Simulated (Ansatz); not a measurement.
# Te, diamond: geometry optimisation

Method: DFT, RPBE, plane waves (420 eV) with PAW, scalar-relativistic in Ansatz 0.2.0. (PAW data from PBE, frozen cores regenerated.)

k-point mesh 8×8×8, Fermi-Dirac smearing 0.1 eV, no spin polarisation. Cell and atoms relax.

Starting structure:

```xyz
2
Lattice="0.0000 3.3892 3.3892 3.3892 0.0000 3.3892 3.3892 3.3892 0.0000" Properties=species:S:1:pos:R:3 pbc="T T T"
Te    0.8473    0.8473    0.8473
Te    5.9310    5.9310    5.9310
```

Question: The pressure at the start is 8.0 GPa. By how much does the volume change?

Answer: From 38.93 to 48.15 Å³ per atom, 23.7 %. The final cell has a = 7.276 Å.

Question: How much energy does the relaxation gain?

Answer: 191.0 meV per atom.

Path of the relaxation (the plane waves are chosen anew near the end, which can shift the energy a little):

```
step  E − E(final) (meV/atom)  V (Å³/atom)  P (GPa)  max force (eV/Å)
   0                   190.99       38.929     7.97             0.000
   1                    19.41       44.905     1.95             0.000
   2                     2.34       47.246     0.48             0.000
   3                     1.12       48.251    -0.05             0.000
   4                     1.10       48.154     0.00             0.000
   5                     0.00       48.154     0.03             0.000
```
